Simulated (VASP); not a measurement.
A run of VASP 6.6.1 is set up as follows.

File INCAR:

```
PREC = Accurate ; ENCUT = 300
EDIFF = 1E-7 ; ISMEAR = -1
SIGMA = 0.05 ; LREAL = F
LASPH = T ; NELM = 80
ALGO = Fast ; ISIF = 2
LWAVE = F ; LCHARG = F
GGA = PS ; LEFG = T
```

Contents of KPOINTS:

```
Automatic mesh
0
Gamma
  16 16 16
```

File POSCAR:

```
Br
1.0
   -1.2867684050      1.7199972000      3.5779911600
    1.2867684050     -1.7199972000      3.5779911600
    1.2867684050      1.7199972000     -3.5779911600
Br
1
Direct
    0.0000000000      0.0000000000      0.0000000000
```

Potentials or basis: VASP PAW PBE potentials, release 64 (Br).

Launch:

```bash
$ cat potpaw_PBE.64/Br/POTCAR > POTCAR
$ mpirun -np 1 vasp_std > vasp.out
```

(1) Predict the pressure.

(2) Estimate the band gap on the k mesh.

Answers

(1) -0.8 GPa.

(2) none (metal or under the smearing width).

Caveat: the PAW data sets were made with another functional, which shifts forces and pressure a little; an odd number of electrons without spin polarisation forces a metal; a magnetic or distorted state may lie lower.
